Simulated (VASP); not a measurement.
## MnO under changes of volume

One of the cells (11.219 Å³/atom); the others are scaled copies at fixed shape and fractional positions:

```xyz
2
Lattice="0.0000 2.2386 2.2386 2.2386 0.0000 2.2386 2.2386 2.2386 0.0000" Properties=species:S:1:pos:R:3 pbc="T T T"
Mn    0.0000    0.0000    0.0000
O     2.2386    2.2386    2.2386
```

The cell is a database's computed one.

* Program: VASP 6.6.1
* Functional: PBEsol
* Potentials or basis: VASP PAW PBE potentials, release 64 (Mn_pv, O)
* Cutoff: 520 eV
* k mesh: 10 × 10 × 10
* Occupations: fermi-dirac, width 0.05 eV
* Spin: collinear spin, ferromagnetic start
* Starting moments: [4.0, 0.0] μB

```tsv
volume (Å³/atom)	energy over the lowest point (meV/atom)	pressure (GPa)	moment (μB per cell)
10.339	0.00	-1.7	4.53
10.559	3.46	-3.7	4.61
10.779	9.62	-5.5	4.69
11.219	?	?	?
11.439	41.00	-11.1	4.82
11.659	56.96	-12.6	4.86
```

Task: What does the run at 11.219 Å³/atom give?

Result: Energy over the lowest point 27.46 meV/atom; pressure -9.0 GPa; moment 4.80 μB per cell.

Worked out: A Birch-Murnaghan fit of order 3 (a polynomial in V^(-2/3)) to the other rows has no minimum within the range. It gives 27.97 meV/atom at 11.219 Å³/atom, against the run's 27.46, and -dE/dV = -8.6 GPa, against -9.0. A parabola through the other rows of the moment, of slope 0.195 μB per Å³/atom there, gives 4.79 μB, against the run's 4.80.

Energies are extrapolated to zero smearing.

Caveats: the PAW data sets were made with another functional, which shifts forces and pressure a little; a cell with one magnetic atom can't hold antiferromagnetic order, which such compounds often take.
